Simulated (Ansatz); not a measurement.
**SnSe: all-electron results**

```yaml
crystal:
  lattice:
    - [0.00000, 3.01000, 3.01000]
    - [3.01000, 0.00000, 3.01000]
    - [3.01000, 3.01000, 0.00000]
  atoms:
    - { symbol: Sn, position: [0.00000, 0.00000, 0.00000] }
    - { symbol: Se, position: [0.50000, 0.50000, 0.50000] }
```

Atom numbers follow the list: Sn1, Se2.

The cell is COD entry 9008725, as deposited and not checked against the literature; nothing was relaxed.

No spin–orbit coupling, which matters for the heavy atoms here.

Methods: DFT, PBEsol, all-electron LAPW, scalar-relativistic (Ansatz 0.2.0); DFT, PBEsol, PAW with Ansatz's default frozen-core files, scalar-relativistic (Ansatz 0.2.0).

For LAPW: a Γ-centred 7×7×7 k mesh, Fermi–Dirac smearing of 0.01 eV, basis error target 0.5 meV/atom, no spin polarisation. PAW takes a cutoff of 420 eV at this cell (files made with PBE, cores remade for this functional). The Ansatz runs share mesh, smearing and spin set-up. Values come from LAPW unless marked.

| Property | Result |
| --- | --- |
| Bader charges (from the PAW run) | Sn1 +0.84, Se2 -0.84 e |
| Volume per atom | 27.27 Å³ |

Question: Predict this quantity. Löwdin charges (with 0.05 e of the cell spilling out of the atomic basis, so their sizes and signs hang on that basis).

Answer: Sn1 0.30, Se2 -0.25 e.

Question: Give the computed value. Pressure at this cell.

Answer: -1.89 GPa.
